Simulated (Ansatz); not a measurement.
## How settings move the G0W0 gap of ZrS2 (P-3m1)

ZrS2 (P-3m1) from a database of computed structures, relaxed with r2SCAN+rVV10; one-shot G0W0 in Ansatz without spin-orbit coupling. Spin-unpolarised throughout; all numbers are computed.

```
Zr S
1.0
     3.67436    0.00000    0.00000
    -1.83718    3.18209    0.00000
     0.00000    0.00000    5.85714
Zr S
1 2
Direct
  0.00000 0.00000 0.00000
  0.66667 0.33333 0.75376
  0.33333 0.66667 0.24624
```

Gaps are read over the mesh points alone. G0W0 values are finite-basis, finite-mesh values.

| start | potentials | frequency model | mesh | empty bands | screening cutoff (eV) | Kohn-Sham gap (eV) | G0W0 gap (eV) |
| --- | --- | --- | --- | --- | --- | --- | --- |
| PBE | PAW | contour deformation | 6×6×4 | 204 | 120 | 0.88 | 1.73 |
| PBE | PAW | contour deformation | 6×6×4 | 507 | 220 | 0.88 | 1.80 |
| PBE | PAW | contour deformation | 6×6×4 | 932 | 300 | 0.88 | 1.80 |
| HSE06 | PAW | contour deformation | 6×6×4 | 507 | 220 | 1.68 | 2.11 |
| r2SCAN | PAW | contour deformation | 6×6×4 | 507 | 220 | 1.19 | 1.92 |
| PBE0 | PAW | contour deformation | 6×6×4 | 507 | 220 | 2.36 | 2.31 |
| PBE | PAW | Godby-Needs pole | 6×6×4 | 507 | 220 | 0.88 | 1.77 |
| PBE | PAW | contour deformation | 12×12×4 | 111 | 80 | 0.88 | 1.67 |
| PBE | norm-conserving | contour deformation | 6×6×4 | 507 | 220 | 0.89 | 1.77 |

G0W0 moves the gap on the mesh from 0.88 eV (PBE) to 1.80 eV (Γ to L). Renormalisation factors Z lie between 0.68 and 0.74.

Raising bands and cutoff together moves the gap by +0.07 eV (120 to 220 eV), then 0.00 eV (220 to 300 eV); the last step is small, which bounds nothing strictly. Starting from HSE06 (1.68 eV against PBE's 0.88 eV) gives 2.11 eV, +0.31 eV from G0W0@PBE at the same screening cutoff. Starting from r2SCAN (1.19 eV against PBE's 0.88 eV) gives 1.92 eV, +0.12 eV from G0W0@PBE at the same screening cutoff. Starting from PBE0 (2.36 eV against PBE's 0.88 eV) gives 2.31 eV, +0.51 eV from G0W0@PBE at the same screening cutoff. The Godby-Needs plasmon pole differs from contour deformation by -0.03 eV. Norm-conserving potentials (wave cutoff 898 eV against 420 eV) shift the quasiparticle gap by -0.03 eV and the PBE gap by +0.01 eV. r2SCAN runs take a wave cutoff of 500 eV.

The program warns that the k mesh is coarse for exact exchange in some of these runs, so their gaps aren't converged.
